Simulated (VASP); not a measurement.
# AlN (P6_3mc) in VASP: a series of runs, part 2 of 2

VASP 6.6.1.

### 3 Band structure, r2SCAN

INCAR

```
SYSTEM = AlN
  PREC = Accurate
  ENCUT = 520
  EDIFF = 1E-7
  ISMEAR = 0
  SIGMA = 0.03
  LREAL = .FALSE.
  LASPH = .TRUE.
  NELM = 80
  ALGO = Normal
  ISIF = 2
  LWAVE = .FALSE.
  LCHARG = .FALSE.
  METAGGA = R2SCAN
  LMIXTAU = .TRUE.
  NBANDS = 16
```

KPOINTS

```
Automatic mesh
0
G
  12 12 6
  0 0 0
```

POSCAR

```
AlN                                     
1.0
    3.1131018766     -0.0000000000      0.0000000000
   -1.5565509384      2.6960253078      0.0000000000
   -0.0000000000      0.0000000000      4.9818131090
  Al              N             
     2     2
Direct
     0.3333333300000021    0.6666666699999979    0.9989855801228924
     0.6666666699999979    0.3333333300000021    0.4989855801228925
     0.3333333300000021    0.6666666699999979    0.3810144198771101
     0.6666666699999979    0.3333333300000021    0.8810144198771102
```

KPOINTS_OPT

```
explicit points
96
Reciprocal
 0.0000000000  0.0000000000  0.0000000000 1
 0.0555555556  0.0000000000  0.0000000000 1
 0.1111111111  0.0000000000  0.0000000000 1
 0.1666666667  0.0000000000  0.0000000000 1
 0.2222222222  0.0000000000  0.0000000000 1
 0.2777777778  0.0000000000  0.0000000000 1
 0.3333333333  0.0000000000  0.0000000000 1
 0.3888888889  0.0000000000  0.0000000000 1
 0.4444444444  0.0000000000  0.0000000000 1
 0.5000000000  0.0000000000  0.0000000000 1
 0.5000000000  0.0000000000  0.0000000000 1
 0.4814814815  0.0370370370  0.0000000000 1
 0.4629629630  0.0740740741  0.0000000000 1
 0.4444444444  0.1111111111  0.0000000000 1
 0.4259259259  0.1481481481  0.0000000000 1
 0.4074074074  0.1851851852  0.0000000000 1
 0.3888888889  0.2222222222  0.0000000000 1
 0.3703703703  0.2592592592  0.0000000000 1
 0.3518518518  0.2962962963  0.0000000000 1
 0.3333333333  0.3333333333  0.0000000000 1
 0.3333333333  0.3333333333  0.0000000000 1
 0.2962962963  0.2962962963  0.0000000000 1
 0.2592592592  0.2592592592  0.0000000000 1
 0.2222222222  0.2222222222  0.0000000000 1
 0.1851851852  0.1851851852  0.0000000000 1
 0.1481481481  0.1481481481  0.0000000000 1
 0.1111111111  0.1111111111  0.0000000000 1
 0.0740740741  0.0740740741  0.0000000000 1
 0.0370370370  0.0370370370  0.0000000000 1
 0.0000000000  0.0000000000  0.0000000000 1
 0.0000000000  0.0000000000  0.0000000000 1
 0.0000000000  0.0000000000  0.0555555556 1
 0.0000000000  0.0000000000  0.1111111111 1
 0.0000000000  0.0000000000  0.1666666667 1
 0.0000000000  0.0000000000  0.2222222222 1
 0.0000000000  0.0000000000  0.2777777778 1
 0.0000000000  0.0000000000  0.3333333333 1
 0.0000000000  0.0000000000  0.3888888889 1
 0.0000000000  0.0000000000  0.4444444444 1
 0.0000000000  0.0000000000  0.5000000000 1
 0.0000000000  0.0000000000  0.5000000000 1
 0.0555555556  0.0000000000  0.5000000000 1
 0.1111111111  0.0000000000  0.5000000000 1
 0.1666666667  0.0000000000  0.5000000000 1
 0.2222222222  0.0000000000  0.5000000000 1
 0.2777777778  0.0000000000  0.5000000000 1
 0.3333333333  0.0000000000  0.5000000000 1
 0.3888888889  0.0000000000  0.5000000000 1
 0.4444444444  0.0000000000  0.5000000000 1
 0.5000000000  0.0000000000  0.5000000000 1
 0.5000000000  0.0000000000  0.5000000000 1
 0.4814814815  0.0370370370  0.5000000000 1
 0.4629629630  0.0740740741  0.5000000000 1
 0.4444444444  0.1111111111  0.5000000000 1
 0.4259259259  0.1481481481  0.5000000000 1
 0.4074074074  0.1851851852  0.5000000000 1
 0.3888888889  0.2222222222  0.5000000000 1
 0.3703703703  0.2592592592  0.5000000000 1
 0.3518518518  0.2962962963  0.5000000000 1
 0.3333333333  0.3333333333  0.5000000000 1
 0.3333333333  0.3333333333  0.5000000000 1
 0.2962962963  0.2962962963  0.5000000000 1
 0.2592592592  0.2592592592  0.5000000000 1
 0.2222222222  0.2222222222  0.5000000000 1
 0.1851851852  0.1851851852  0.5000000000 1
 0.1481481481  0.1481481481  0.5000000000 1
 0.1111111111  0.1111111111  0.5000000000 1
 0.0740740741  0.0740740741  0.5000000000 1
 0.0370370370  0.0370370370  0.5000000000 1
 0.0000000000  0.0000000000  0.5000000000 1
 0.5000000000  0.0000000000  0.5000000000 1
 0.5000000000  0.0000000000  0.4444444444 1
 0.5000000000  0.0000000000  0.3888888889 1
 0.5000000000  0.0000000000  0.3333333333 1
 0.5000000000  0.0000000000  0.2777777778 1
 0.5000000000  0.0000000000  0.2222222222 1
 0.5000000000  0.0000000000  0.1666666667 1
 0.5000000000  0.0000000000  0.1111111111 1
 0.5000000000  0.0000000000  0.0555555556 1
 0.5000000000  0.0000000000  0.0000000000 1
 0.3333333333  0.3333333333  0.0000000000 1
 0.3333333333  0.3333333333  0.0555555556 1
 0.3333333333  0.3333333333  0.1111111111 1
 0.3333333333  0.3333333333  0.1666666667 1
 0.3333333333  0.3333333333  0.2222222222 1
 0.3333333333  0.3333333333  0.2777777778 1
 0.3333333333  0.3333333333  0.3333333333 1
 0.3333333333  0.3333333333  0.3888888889 1
 0.3333333333  0.3333333333  0.4444444444 1
 0.3333333333  0.3333333333  0.5000000000 1
 0.0000000000  0.0000000000  0.0000000000 1
 0.0000000000  0.0000000000  0.5000000000 1
 0.3333333333  0.3333333333  0.5000000000 1
 0.3333333333  0.3333333333  0.0000000000 1
 0.5000000000  0.0000000000  0.5000000000 1
 0.5000000000  0.0000000000  0.0000000000 1
```

Potentials or basis: VASP PAW PBE potentials, release 64 (Al, N).

Started as:

```console
cat potpaw_PBE.64/Al/POTCAR potpaw_PBE.64/N/POTCAR > POTCAR
mpirun -np 1 vasp_std > vasp.out
```

OUTCAR:

```text
SYSTEM = AlN
   PREC = Accurate
   ENCUT = 520
   EDIFF = 1E-7
   ISMEAR = 0
   LREAL = .FALSE.
   LASPH = .TRUE.
   NELM = 80
   ISIF = 2
   METAGGA = R2SCAN

 ion  position               nearest neighbor table
   1  0.333  0.667  0.999-   4 1.89   4 1.89   4 1.89   3 1.90   2 3.07   2 3.07   2 3.07   2 3.07
                             2 3.07   2 3.07
   2  0.667  0.333  0.499-   3 1.89   3 1.89   3 1.89   4 1.90   1 3.07   1 3.07   1 3.07   1 3.07
                             1 3.07   1 3.07
   3  0.333  0.667  0.381-   2 1.89   2 1.89   2 1.89   1 1.90
   4  0.667  0.333  0.881-   1 1.89   1 1.89   1 1.89   2 1.90

[... 662 lines left out ...]
  -------------------------------------------------------------------------------------
  Total       -0.4010711     -0.4010711     -0.2975963      0.0000000      0.0000000     -0.0000000
  in kB      -15.3683504    -15.3683504    -11.4033748      0.0000000      0.0000000     -0.0000000
  external PRESSURE =     -14.0466919 kB  Pullay stress =       0.0000000 kB

 VOLUME and BASIS-vectors are now :
 -----------------------------------------------------------------------------
  energy-cutoff  :      520.00
  volume of cell :       41.81
      direct lattice vectors                 reciprocal lattice vectors
     3.113101877  0.000000000  0.000000000     0.321223024  0.185458200  0.000000000
    -1.556550938  2.696025308  0.000000000     0.000000000  0.370916399  0.000000000
     0.000000000  0.000000000  4.981813109     0.000000000  0.000000000  0.200730131

 POSITION                                       TOTAL-FORCE (eV/Angst)
 -----------------------------------------------------------------------------------
     -0.00000      1.79735      4.97676         0.000000     -0.000000      0.011195
      1.55655      0.89868      2.48585         0.000000     -0.000000      0.011195
     -0.00000      1.79735      1.89814        -0.000000      0.000000     -0.011195
      1.55655      0.89868      4.38905         0.000000     -0.000000     -0.011195
 -----------------------------------------------------------------------------------
    total drift:                               -0.000009      0.000005     -0.024216

  FREE ENERGIE OF THE ION-ELECTRON SYSTEM (eV)
  ---------------------------------------------------
  free  energy   TOTEN  =       -38.4554979577 eV

  energy  without entropy=      -38.4554979577  energy(sigma->0) =      -38.45549796
```

OSZICAR:

```text
N       E                     dE             d eps       ncg     rms          rms(c)
DAV:   1     0.324303671672E+02    0.32430E+02   -0.76291E+03  2432   0.929E+02
DAV:   2    -0.433955361754E+02   -0.75826E+02   -0.69954E+02  3384   0.196E+02
DAV:   3    -0.470817468725E+02   -0.36862E+01   -0.36771E+01  3096   0.445E+01
[... 36 lines left out ...]
       N       E                     dE             ncg
DAV:   1     0.248088179715E+05   -0.11270E+05      640
DAV:   2     0.235180246302E+05   -0.12908E+04      864
DAV:   3     0.234614278624E+05   -0.56597E+02      816
DAV:   4     0.234610216659E+05   -0.40620E+00      768
DAV:   5     0.234610147332E+05   -0.69327E-02      856
DAV:   6     0.234610145553E+05   -0.17783E-03      792
DAV:   7     0.234610145501E+05   -0.52710E-05      840
DAV:   8     0.234610145499E+05   -0.14992E-06      680
DAV:   9     0.234610145499E+05   -0.16909E-07      600
```

Wall time 2.5 min (1 thread of Intel Xeon 6975P-C (Granite Rapids), shared host); peak memory 0.21 GiB.

What came out:

```yaml
Free_energy: -38.4555 eV
Pressure: -1.4 GPa
Largest_force: 0.011 eV/Å
Band_gap_on_the_k_mesh: 4.87 eV, direct
Band_gap_along_the_path: 4.87 eV, direct
```

Forces on the atoms (eV/Å):
```
Al   0.000  0.000  0.011
Al   0.000  0.000  0.011
N    0.000  0.000 -0.011
N    0.000  0.000 -0.011
```

Levels at the corners of the path, in eV from the valence-band top:
| point | band 5 | band 6 | band 7 | band 8 | band 9 | band 10 | band 11 | band 12 |
| --- | --- | --- | --- | --- | --- | --- | --- | --- |
| Γ | -0.90 | -0.24 | -0.24 | 0.00 | 4.87 | 7.47 | 11.58 | 11.98 |
| M | -3.39 | -2.15 | -1.77 | -0.72 | 6.44 | 6.53 | 9.00 | 11.21 |
| M | -3.39 | -2.15 | -1.77 | -0.72 | 6.44 | 6.53 | 9.00 | 11.21 |
| K | -3.80 | -2.52 | -2.41 | -2.41 | 5.68 | 9.12 | 10.53 | 10.53 |
| K | -3.80 | -2.52 | -2.41 | -2.41 | 5.68 | 9.12 | 10.53 | 10.53 |
| Γ | -0.90 | -0.24 | -0.24 | 0.00 | 4.87 | 7.47 | 11.58 | 11.98 |
| Γ | -0.90 | -0.24 | -0.24 | 0.00 | 4.87 | 7.47 | 11.58 | 11.98 |
| A | -0.58 | -0.58 | -0.58 | -0.58 | 7.20 | 7.20 | 11.27 | 11.27 |
| A | -0.58 | -0.58 | -0.58 | -0.58 | 7.20 | 7.20 | 11.27 | 11.27 |
| L | -1.51 | -1.51 | -1.39 | -1.39 | 5.98 | 5.98 | 10.11 | 10.11 |
| L | -1.51 | -1.51 | -1.39 | -1.39 | 5.98 | 5.98 | 10.11 | 10.11 |
| H | -3.92 | -3.92 | -0.81 | -0.81 | 8.13 | 8.13 | 8.61 | 8.61 |
| H | -3.92 | -3.92 | -0.81 | -0.81 | 8.13 | 8.13 | 8.61 | 8.61 |
| A | -0.58 | -0.58 | -0.58 | -0.58 | 7.20 | 7.20 | 11.27 | 11.27 |
| L | -1.51 | -1.51 | -1.39 | -1.39 | 5.98 | 5.98 | 10.11 | 10.11 |
| M | -3.39 | -2.15 | -1.77 | -0.72 | 6.44 | 6.53 | 9.00 | 11.21 |
| K | -3.80 | -2.52 | -2.41 | -2.41 | 5.68 | 9.12 | 10.53 | 10.53 |
| H | -3.92 | -3.92 | -0.81 | -0.81 | 8.13 | 8.13 | 8.61 | 8.61 |

Caveat: the PAW data sets were made with another functional, which shifts forces and pressure a little.

### 4 Comparison with measurements

Step 2. Against the measured gap of AlN, 6.034 eV (an exciton energy, a little under the gap; 10 K; quoted in “Self-assembly of well-separated AlN nanowires directly on sputtered metallic TiN films”, 2019, arxiv:1910.07391), the calculated 4.12 eV is off by -1.92 eV. 2 values of this kind are on record (6.034 to 6.0343 eV); this one was drawn at random. The value is that of PBEsol, without temperature or zero-point motion. Semilocal functionals fall short of measured gaps as a rule.

Step 3. A measured gap of AlN is 6.034 eV (an exciton energy, a little under the gap; 10 K; quoted in “Self-assembly of well-separated AlN nanowires directly on sputtered metallic TiN films”, 2019, arxiv:1910.07391); the calculated 4.87 eV misses it by -1.17 eV. 2 values of this kind are on record (6.034 to 6.0343 eV); this one was drawn at random. The value is that of r2SCAN, without temperature or zero-point motion.
